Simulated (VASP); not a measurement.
# Ba (P6/mmm) in VASP: notebook, part 2 of 2

VASP 6.6.1. Earlier steps stand in the parts before.

### Step 4. Single point, PBE

This run uses another cell than the first one, of the same volume but with other edges.

INCAR

```
SYSTEM = Ba
PREC = Accurate
ENCUT = 520
EDIFF = 1E-6
ISMEAR = 0
SIGMA = 0.15
LREAL = .False.
LASPH = .True.
NELM = 100
ALGO = Fast
ISIF = 2
LWAVE = .False.
LCHARG = .True.
GGA = PE
LELF = .True.
LVHAR = .True.
NBANDS = 11
```

KPOINTS

```
regular mesh
0
Gamma
  15 15 14
  0 0 0
```

POSCAR

```
Ba
1.0
    4.6445450604      0.0000000000      0.0000000000
   -2.3222725302      4.0222940113      0.0000000000
    0.0000000000      0.0000000000      3.3724773480
Ba
1
Direct
    0.0000000000      0.0000000000      0.0000000000
```

Potentials or basis: VASP PAW PBE potentials, release 64 (Ba_sv).

On the command line:

```
> cat potpaw_PBE.64/Ba_sv/POTCAR > POTCAR
> mpirun -np 1 vasp_std > vasp.out
```

OUTCAR:

```text
SYSTEM = Ba
   PREC = Accurate
   ENCUT = 520
   EDIFF = 1E-6
   ISMEAR = 0
   LREAL = .False.
   LASPH = .True.
   NELM = 100
   ISIF = 2
   GGA = PE

 ion  position               nearest neighbor table
   1  0.000  0.000  0.000-

  LATTYP: Found a hexagonal cell.
 ALAT       =     4.6445450604
 C/A-ratio  =     0.7261157560

  Lattice vectors:

 A1 = (   4.6445450604,   0.0000000000,   0.0000000000)
 A2 = (  -2.3222725302,   4.0222940113,   0.0000000000)
 A3 = (   0.0000000000,   0.0000000000,   3.3724773480)

Analysis of symmetry for initial positions (statically):
=====================================================================
 Subroutine PRICEL returns:
 Original cell was already a primitive cell.

 Routine SETGRP: Setting up the symmetry group for a
 hexagonal supercell.

 Subroutine GETGRP returns: Found 24 space group operations
 (whereof 24 operations were pure point group operations)
 out of a pool of 24 trial point group operations.

The static configuration has the point symmetry D_6h.

Analysis of symmetry for dynamics (positions and initial velocities):
=====================================================================
 Subroutine PRICEL returns:
 Original cell was already a primitive cell.

 Routine SETGRP: Setting up the symmetry group for a
 hexagonal supercell.

 Subroutine GETGRP returns: Found 24 space group operations
 (whereof 24 operations were pure point group operations)
 out of a pool of 24 trial point group operations.

The dynamic configuration has the point symmetry D_6h.

 Subroutine INISYM returns: Found 24 space group operations
 (whereof 24 operations are pure point group operations),
 and found     1 'primitive' translations

----------------------------------------------------------------------------------------

                                     Primitive cell

[... 113 lines left out ...]
   GGA     = PE    functional components
   LHFCALC =     F    Hartree Fock is set to
   AEXX    =    0.0000 exact exchange contribution
   IVDW    =     0    specifies the selected vdW correction
   LEPSILON=     F    determine dielectric tensor
   LRPA    =     F    only Hartree local field effects (RPA)
 non-spin polarized calculation
 RMM-DIIS sequential band-by-band and
 Gauss-broadening in eV      SIGMA  =   0.15
  energy-cutoff  :      520.00
  volume of cell :       63.00
 maximum number of plane-waves:      1723
 NGX is ok and might be reduce to    36

 number of electron      10.0000001 magnetization

 Free energy of the ion-electron system (eV)
  ---------------------------------------------------
  ext. energy  EPLUGINS =         0.00000000
  ---------------------------------------------------
  free energy    TOTEN  =        -1.42597882 eV

  energy without entropy =       -1.40927441  energy(sigma->0) =       -1.41762662

 E-fermi :   1.5560     XC(G=0):  -7.3496

 val. band max:        1.5533369202   @ k =   0.4667   0.0667   0.0000
 cond. band min:       1.5649795317   @ k =   0.1333   0.1333   0.0000
 fundamental gap:      0.0116426115
 Fermi energy:         1.5560045809

 k-point     1 :       0.0000    0.0000    0.0000
  band No.  band energies     occupation
      1     -27.6629      2.00000
      2     -12.6607      2.00000
      3     -12.6607      2.00000
      4     -11.7409      2.00000
      5      -0.9531      2.00000
      6       1.4506      1.67944
      7       2.9200      0.00000
      8       2.9200      0.00000
      9       6.9432      0.00000
     10       7.3869      0.00000
     11       7.3869      0.00000
[... 309 lines left out ...]
 k-point    24 :       0.4000    0.2000    0.0000
  band No.  band energies     occupation
      1     -27.6455      2.00000
      2     -12.8850      2.00000
      3     -12.7771      2.00000
      4     -11.7232      2.00000
      5       1.0746      1.99999
      6       1.5888      0.75694
      7       1.9834      0.00006
      8       5.0532      0.00000
      9       5.8707      0.00000
     10       6.5724      0.00000
     11       6.9618      0.00000

 [... further k-points ...]

------------------------ aborting loop because EDIFF is reached ----------------------------------------

  FORCE on cell =-STRESS in cart. coord.  units (eV):
  Direction    XX          YY          ZZ          XY          YZ          ZX
  --------------------------------------------------------------------------------------
  -------------------------------------------------------------------------------------
  Total       -1.1017713     -1.1017713      2.8302643      0.0000000      0.0000000      0.0000000
  in kB      -28.0179276    -28.0179276     71.9733214      0.0000000      0.0000000      0.0000000
  external PRESSURE =       5.3124887 kB  Pullay stress =       0.0000000 kB

 VOLUME and BASIS-vectors are now :
 -----------------------------------------------------------------------------
  energy-cutoff  :      520.00
  volume of cell :       63.00
      direct lattice vectors                 reciprocal lattice vectors
     4.644545060  0.000000000  0.000000000     0.215306340  0.124307174  0.000000000
    -2.322272530  4.022294011  0.000000000     0.000000000  0.248614347  0.000000000
     0.000000000  0.000000000  3.372477348     0.000000000  0.000000000  0.296517929

 POSITION                                       TOTAL-FORCE (eV/Angst)
 -----------------------------------------------------------------------------------
      0.00000      0.00000      0.00000         0.000000      0.000000      0.000000
 -----------------------------------------------------------------------------------
    total drift:                                0.000000     -0.000000     -0.000000

  FREE ENERGIE OF THE ION-ELECTRON SYSTEM (eV)
  ---------------------------------------------------
  free  energy   TOTEN  =        -1.4259788203 eV

  energy  without entropy=       -1.4092744140  energy(sigma->0) =       -1.41762662
```

stdout:

```text
POSCAR found type information on POSCAR Ba
 POSCAR found :  1 types and       1 ions
 scaLAPACK will be used
 LDA part: xc-table for (Slater+PW92), standard interpolation
 POSCAR, INCAR and KPOINTS ok, starting setup
 FFT: planning ... GRIDC
 FFT: planning ... GRID_SOFT
 FFT: planning ... GRID
 WAVECAR not read
 entering main loop
WARNING in EDDRMM: call to ZHEGV failed, returncode =   8  4      8
WARNING in EDDRMM: call to ZHEGV failed, returncode =   6  3      8
```

Run time: 53 s. Hardware: 1 thread of Intel Xeon 6975P-C (Granite Rapids), shared host; peak memory 0.29 GiB.

What came out:

```
Free energy            : -1.4260 eV
Pressure               : 0.5 GPa
Band gap on the k mesh : none (metal or under the smearing width)
```

Levels at points of the mesh, in eV from the Fermi level:
| k point | band 3 | band 4 | band 5 | band 6 | band 7 | band 8 |
| --- | --- | --- | --- | --- | --- | --- |
| (0.00, 0.00, 0.00) | -14.22 | -13.30 | -2.51 | -0.11 | 1.36 | 1.36 |
| (0.00, 0.00, 0.50) | -13.92 | -13.92 | 0.25 | 1.22 | 1.22 | 1.52 |
